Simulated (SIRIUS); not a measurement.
Wanted: the native input for a SIRIUS 7.12.0 run.

| Property | Result |
| --- | --- |
| Task | single point |
| Functional | PBEsol |
| Potentials or basis | PseudoDojo 0.4.1 PBEsol standard (scalar relativistic) |
| Cutoff | 1127 eV |
| Density cutoff | 4507 eV |
| k mesh | 10 × 10 × 10 |
| Occupations | fermi-dirac, width 0.05 eV |
| Spin | no spin polarisation |
| Libxc names | ["XC_GGA_X_PBE_SOL", "XC_GGA_C_PBE_SOL"] |
| Energy tol | 1e-08 Ha |
| Density tol | 1e-06 |
| Mixer | anderson |
| Mixing beta | 0.7 |
| Max scf | 100 |
| Radial cutoff for the potentials' integrals | 6.5 bohr |

The system is HfC.

```
Hf C
1.0
     0.00000    2.32500    2.32500
     2.32500    0.00000    2.32500
     2.32500    2.32500    0.00000
Hf C
1 1
Cartesian
  2.3174 2.2719 2.3181
  0.0297 -0.0376 0.0215
```

The cell isn't the ideal one: atoms moved at random, drawn with an rms of 0.05 Å.

One way to write it, as run:

sirius.json

```json
{
  "control": {
    "processing_unit": "cpu",
    "verbosity": 2,
    "num_bands_to_print": 15,
    "print_forces": true,
    "print_stress": true
  },
  "parameters": {
    "electronic_structure_method": "pseudopotential",
    "xc_functionals": ["XC_GGA_X_PBE_SOL", "XC_GGA_C_PBE_SOL"],
    "gk_cutoff": 9.1,
    "pw_cutoff": 18.2,
    "ngridk": [10, 10, 10],
    "shiftk": [0, 0, 0],
    "smearing": "fermi_dirac",
    "smearing_width": 0.0018374661,
    "num_bands": 15,
    "num_mag_dims": 0,
    "num_dft_iter": 100,
    "energy_tol": 1e-08,
    "density_tol": 1e-06
  },
  "iterative_solver": {
    "type": "davidson",
    "min_tolerance": 1e-10
  },
  "mixer": {
    "type": "anderson",
    "beta": 0.7,
    "max_history": 8
  },
  "settings": {
    "tol_ne": 1e-10,
    "pseudo_grid_cutoff": 6.5
  },
  "unit_cell": {
    "lattice_vectors": [
      [0.0, 0.707106781187, 0.707106781187],
      [0.707106781187, 0.0, 0.707106781187],
      [0.707106781187, 0.707106781187, 0.0]
    ],
    "lattice_vectors_scale": 6.2135074315,
    "atom_coordinate_units": "lattice",
    "atom_types": ["Hf", "C"],
    "atom_files": {
      "C": "C.json",
      "Hf": "Hf.json"
    },
    "atoms": {
      "Hf": [
        [0.488724, 0.508325, 0.488419]
      ],
      "C": [
        [-0.009852, 0.0191, -0.006335]
      ]
    }
  }
}
```

Potentials or basis: PseudoDojo 0.4.1 PBEsol standard (scalar relativistic).

Run with:

```sh
$ upf_to_json C.upf
$ upf_to_json Hf.upf
$ OMP_NUM_THREADS=1 sirius.scf --input=sirius.json --output=out.json --task=0
```

It gave:

```json
{
  "Pressure": "-6.0 GPa",
  "Largest force": "0.360 eV/Å",
  "Band gap on the k mesh": "none (metal or under the smearing width)"
}
```

Run time: 8.9 min on 1 thread of Intel(R) Xeon(R) Platinum 8259CL CPU @ 2.50GHz (Skylake/Cascade Lake), on a shared host, peak memory 2.2 GiB.
